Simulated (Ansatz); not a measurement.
Rows from a G0W0 calculation on Pb on the Cd site in CdS (32-atom cell) (Ansatz 0.2.0; G0W0 on LDA, plane waves, PAW; PAW set soft_1; 2×2×2 mesh, 1185 empty bands, screening to 112 eV, PAW set soft_1 files), in eV. Spin-orbit coupling is left out.

| row | k | band | start | Σx | Σc at the solution | Vxc |
| --- | --- | --- | --- | --- | --- | --- |
| A | Γ | c1 | 7.736 | -9.483 | -3.298 | -13.370 |
| B | (0.000, -0.500, 0.000) | c1 | 9.194 | -9.327 | -3.633 | -13.604 |
| C | (0.000, -0.500, 0.000) | c2 | 9.480 | -9.310 | -3.790 | -13.789 |
| D | Γ | v1 | 6.525 | -20.878 | 2.380 | -18.191 |
| E | (0.000, -0.500, 0.000) | v1 | 7.150 | -18.044 | 1.502 | -16.390 |
| F | Γ | c2 | 9.063 | -8.482 | -3.915 | -13.131 |

Work out each quasiparticle level and how far it moved.

The quasiparticle equation reads E = start + Σx + Σc(E) − Vxc.

| row | E (eV) | shift (eV) |
| --- | --- | --- |
| A | 8.325 | +0.588 |
| B | 9.837 | +0.644 |
| C | 10.168 | +0.688 |
| D | 6.218 | −0.307 |
| E | 6.997 | −0.152 |
| F | 9.797 | +0.734 |

The gap over the computed points goes from 0.59 eV to 1.33 eV.

Limits: not at the basis limit; no spin-orbit coupling; coarse k mesh.

[Runs of the session that timed out or met a known fault of the program may be left out.]

[Cells called generated may have been cut or substituted from an entry of the Crystallography Open Database or the Materials Project.]

[Hosts, paths, dates, database ids (printed as entryN), source tags and the programs' standing remarks are cut or masked in the printed files.]
